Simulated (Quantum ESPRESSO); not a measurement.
A run of Quantum ESPRESSO 7.5 is set up as follows.

pw.in

```
&CONTROL
  calculation = 'vc-relax'
  prefix = 'pwscf'
  outdir = './tmp'
  pseudo_dir = './pseudo'
  tprnfor = .true.
  tstress = .true.
  disk_io = 'low'
  nstep = 40
  forc_conv_thr = 0.0004
  etot_conv_thr = 1d-05
/
&SYSTEM
  ibrav = 0
  nat = 2
  ntyp = 2
  ecutwfc = 60
  ecutrho = 480
  nbnd = 9
  occupations = 'fixed'
/
&ELECTRONS
  conv_thr = 4d-10
  electron_maxstep = 120
  mixing_beta = 0.5
/
&IONS
  ion_dynamics = 'bfgs'
/
&CELL
  cell_dynamics = 'bfgs'
  press = 500
  press_conv_thr = 0.3
/
ATOMIC_SPECIES
B     10.8100 b_pbe_v1.4.uspp.F.UPF
N     14.0070 N.pbe-n-radius_5.UPF
CELL_PARAMETERS angstrom
   0.0000000000    1.8075000000    1.8075000000
   1.8075000000    0.0000000000    1.8075000000
   1.8075000000    1.8075000000    0.0000000000
ATOMIC_POSITIONS crystal
B      0.0000000000    0.0000000000    0.0000000000
N      0.2500000000    0.2500000000    0.2500000000
K_POINTS automatic
16 16 16 0 0 0
```

Potentials or basis: SSSP 1.3 efficiency PBE.

Command:

```console
$ OMP_NUM_THREADS=1 pw.x -in pw.in > pw.out
```

Problem. Predict the band gap on the k mesh.

Solution. 4.59 eV, indirect (least direct gap 9.34 eV).

Problem. Predict the relaxed volume.

Solution. 5.32 Å³/atom.

Problem. Predict the space group after relaxing (to 0.05 Å).

Solution. F-43m (No. 216).

Problem. Estimate the relaxed cell.

Solution. a = 2.468 Å, b = 2.468 Å, c = 2.468 Å, α = 60.00°, β = 60.00°, γ = 60.00°.

Final structure:
```
CELL_PARAMETERS angstrom
0.00000 1.74528 1.74528
1.74528 0.00000 1.74528
1.74528 1.74528 0.00000
ATOMIC_POSITIONS crystal
B 0.00000 0.00000 0.00000
N 0.25000 0.25000 0.25000
```

A k mesh can miss the band edges. PBE gaps usually lie below the measured ones, often by a third to a half.
